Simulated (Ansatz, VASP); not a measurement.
**One calculation of Ti, two programs**

File INCAR:

```
SYSTEM = Ti
  PREC = Accurate
  ENCUT = 520
  EDIFF = 1E-6
  ISMEAR = 0
  SIGMA = 0.15
  LREAL = .FALSE.
  LASPH = .TRUE.
  NELM = 100
  ALGO = Fast
  ISIF = 2
  LWAVE = .FALSE.
  LCHARG = .FALSE.
  GGA = PS
  NBANDS = 12
```

KPOINTS

```
regular mesh
0
G
  20 20 20
  0 0 0
```

POSCAR

```
Ti
1.0
   -1.6656150000      1.6656150000      1.6902300000
    1.6656150000     -1.6656150000      1.6902300000
    1.6656150000      1.6656150000     -1.6902300000
Ti
1
Direct
    0.0000000000      0.0000000000      0.0000000000
```

Input for Ansatz:

```yaml
crystal:
  lattice:
    - [-1.665615, 1.665615, 1.69023]
    - [1.665615, -1.665615, 1.69023]
    - [1.665615, 1.665615, -1.69023]
  atoms:
    - { symbol: Ti, position: [0.0, 0.0, 0.0] }
basis:
  ecutwfc: 420
kpoints:
  mp_grid: { grid: [20, 20, 20] }
hamiltonian:
  xc: pbesol
scf:
  occupations: { method: gaussian, width: 0.15 }
output:
  forces: true
  stress: true
  eigenvalues: true
```

Change from the starting cell: strain +0.015 along x and y, +0.030 along z, atoms carried along.

Alike in both runs: task single point; functional PBEsol; k mesh 20 × 20 × 20; occupations gaussian, width 0.15 eV; no spin polarisation.

|  | VASP | Ansatz |
| --- | --- | --- |
| version | VASP 6.6.1 | Ansatz 0.2.0 |
| potentials or method | VASP PAW PBE potentials, release 64 (Ti_sv) | scalar-relativistic, plane waves, PAW |
| plane-wave cutoff (eV) | 520 | 420 |
| valence electrons in the cell | 12 | 12 |

```csv
,VASP,Ansatz,Ansatz less VASP
gap on the k mesh at the Fermi level (eV),none,none,-
pressure (GPa),-11.5,-11.4,+0.12
largest component of the traceless stress (GPa),0.26,0.26,+0.001
```

A gap of «none» marks a metal or a gap that the smearing closes. With one functional, cell and mesh, what is left measures potentials, basis and numerics.

Caveats: the PAW data sets were made with another functional, which shifts forces and pressure a little (VASP).
